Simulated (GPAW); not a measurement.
Runs of GPAW 26.7.0 on ZnSe (Stilleite). The structure is cubic, space group F-43m (No. 216). Conventional cell: a = 5.668 Å, b = 5.668 Å, c = 5.668 Å, α = 90.00°, β = 90.00°, γ = 90.00°. Se (site symmetry -43m) has 4 Zn at 2.45 Å as nearest neighbours. Around Zn (site symmetry -43m) lie 4 Se at 2.45 Å. 

| task | level | potentials or basis | cell | k mesh | cutoff (eV) | maxiter | older calculator (legacy_gpaw) | convergence | supercell | supercell k mesh | grid spacing | mesh quality | gap on the mesh (eV) | V0 of scaled cells (Å³/atom) | B0 (GPa) |
| --- | --- | --- | --- | --- | --- | --- | --- | --- | --- | --- | --- | --- | --- | --- | --- |
| ts | RPBE+TS | the program's PAW data sets (release 1.2.1) made for this functional, lcao:dzp | as given | 6 × 6 × 6 | - | 150 | yes | - | - | - | 0.16 Å | not flagged | 1.42 | - | - |
| equation of state | AM05 | PAW data sets generated in the run's folder for this functional, pw | as given | 7 × 7 × 7 | 600 | 150 | - | - | - | - | - | not flagged | - | 22.56 | (b) |
| single point | BHandHLYP | GPAW PAW data sets (gpaw-data 1.2.1), pw | as given | 4 × 4 × 4 | 450 | 60 | - | - | - | - | - | coarse | 4.95 | - | - |
| equation of state | SOGGA | PAW data sets generated in the run's folder for this functional, pw | as given | 7 × 7 × 7 | 600 | 150 | - | - | - | - | - | not flagged | - | 22.30 | (a) |
| phonons | vdW-DF2 | GPAW PAW data sets (gpaw-data 1.2.1), pw | atoms relaxed | 8 × 8 × 8 | 510 | 150 | - | density=1e-06 eigenstates=1e-09 | 1 × 1 × 1 | 8 × 8 × 8 | - | not flagged | 1.18 | - | - |

Alike in all rows: no spin polarisation; smearing fermi-dirac 0.05 eV.

Problem. Estimate the missing entries.

Solution. (a) 66; (b) 63.

Caveats: some runs use coarse meshes; the PAW data sets were made with another functional, which shifts forces and pressure a little (some runs); the basis of atomic orbitals isn't converged, which shifts pressures, moduli and gaps (some runs); exact exchange converges slowly with the k mesh, and this mesh is small (some runs); the cutoff is short for stress and forces, so pressures can be off by a GPa or more (some runs); the LO-TO splitting is left out (some runs).

A k mesh can miss the band edges, and the runs leave out spin-orbit coupling on Se.

Runs at the PBE level aren't shown here.
